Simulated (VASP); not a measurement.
Here is a VASP 6.6.1 calculation.

INCAR

```
SYSTEM = ClO
  PREC = Accurate
  ENCUT = 600
  EDIFF = 1E-7
  ISMEAR = 1
  SIGMA = 0.05
  LREAL = .FALSE.
  LASPH = .TRUE.
  NELM = 100
  ALGO = Fast
  ISIF = 3
  LWAVE = .FALSE.
  LCHARG = .FALSE.
  GGA = CA
  IBRION = 2
  NSW = 80
  EDIFFG = -0.02
```

The input KPOINTS:

```
Automatic mesh
0
G
  7 7 7
  0 0 0
```

Contents of POSCAR:

```
ClO
1.0
    3.1852170000      0.0000000000      0.0000000000
    0.0000000000      3.1852170000      0.0000000000
    0.0000000000      0.0000000000      3.1852170000
Cl O
1 1
Direct
    0.0000000000      0.0000000000      0.0000000000
    0.5000000000      0.5000000000      0.5000000000
```

Potentials or basis: VASP PAW LDA potentials, release 64 (Cl, O).

Command:

```bash
$ cat potpaw_LDA.64/Cl/POTCAR potpaw_LDA.64/O/POTCAR > POTCAR
$ mpirun -np 1 vasp_std > vasp.out
```

Problem. What does it give for the relaxed volume?

Solution. 11.31 Å³/atom.

Problem. Predict the relaxed cell.

Solution. a = 2.828 Å, b = 2.828 Å, c = 2.828 Å, α = 90.00°, β = 90.00°, γ = 90.00°.

Problem. Estimate the band gap on the k mesh.

Solution. None (metal or under the smearing width).

Problem. Predict the space group after relaxing (to 0.05 Å).

Solution. Pm-3m (No. 221).

Step by step:
| step | energy change (eV) | largest force (eV/Å) | pressure (GPa) | volume (Å³) |
| --- | --- | --- | --- | --- |
| 1 | 0.0000 | 0.0000 | -17.11 | 32.32 |
| 2 | -0.6774 | 0.0000 | -8.83 | 24.90 |
| 3 | -0.7449 | 0.0000 | -1.04 | 22.86 |
| 4 | -0.7455 | 0.0000 | 0.17 | 22.62 |

Caveat: the volume moved by over 15 % at a fixed basis, so the end points are rough; an odd number of electrons without spin polarisation forces a metal; a magnetic or distorted state may lie lower.
